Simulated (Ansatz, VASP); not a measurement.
## Pb: VASP beside Ansatz

Contents of INCAR:

```
PREC     = Accurate       # precision mode
ENCUT    = 520            # plane-wave cutoff, eV
EDIFF    = 1E-6           # SCF threshold, eV
ISMEAR   = -1             # smearing method
SIGMA    = 0.05           # smearing width, eV
LREAL    = False          # projectors in reciprocal space
LASPH    = True           # aspherical terms in the spheres
NELM     = 80             # most SCF steps
ALGO     = Normal         # electronic algorithm
ISIF     = 2              # what is computed and relaxed
LWAVE    = False          # write WAVECAR
LCHARG   = False          # write CHGCAR
GGA      = PS             # functional
NBANDS   = 13             # bands
```

The input KPOINTS:

```
regular mesh
0
Gamma
  9 9 9
```

Contents of POSCAR:

```
Pb
1.0
    0.0000000000      2.4244952108      2.4244952108
    2.4244952108      0.0000000000      2.4244952108
    2.4244952108      2.4244952108      0.0000000000
Pb
1
Direct
    0.0000000000      0.0000000000      0.0000000000
```

input.yaml

```yaml
crystal:
  lattice:
    - [0.0, 2.4244952108, 2.4244952108]
    - [2.4244952108, 0.0, 2.4244952108]
    - [2.4244952108, 2.4244952108, 0.0]
  atoms:
    - { symbol: Pb, position: [0.0, 0.0, 0.0] }
kpoints:
  mp_grid: { grid: [9, 9, 9] }
scf:
  occupations: { method: fermi_dirac, width: 0.05 }
hamiltonian:
  xc: pbesol
  pseudopotentials: { kind: all_electron, lapw: { basis_error: 0.0005 } }
output:
  forces: true
  stress: true
  eigenvalues: true
```

Change from the starting cell: volume scaled by 0.94.

Alike in both runs: task single point; functional PBEsol; k mesh 9 × 9 × 9; occupations fermi-dirac, width 0.05 eV; no spin polarisation.

|  | VASP | Ansatz |
| --- | --- | --- |
| version | VASP 6.6.1 | Ansatz 0.2.0 |
| potentials or method | VASP PAW PBE potentials, release 64 (Pb_d) | all-electron LAPW, scalar-relativistic |
| plane-wave cutoff (eV) | 520 | see its input |

```tsv
	VASP	Ansatz	Ansatz less VASP
gap on the k mesh at the Fermi level (eV)	none	none	-
pressure (GPa)	2.7	2.7	+0.09
```

A gap of «none» marks a metal or a gap that the smearing closes. Ansatz ran all-electron here, so the differences hold the error of VASP's frozen core and of both bases.

Caveats: the PAW data sets were made with another functional, which shifts forces and pressure a little (VASP). Spin-orbit coupling is left out, which matters for the levels of Pb.
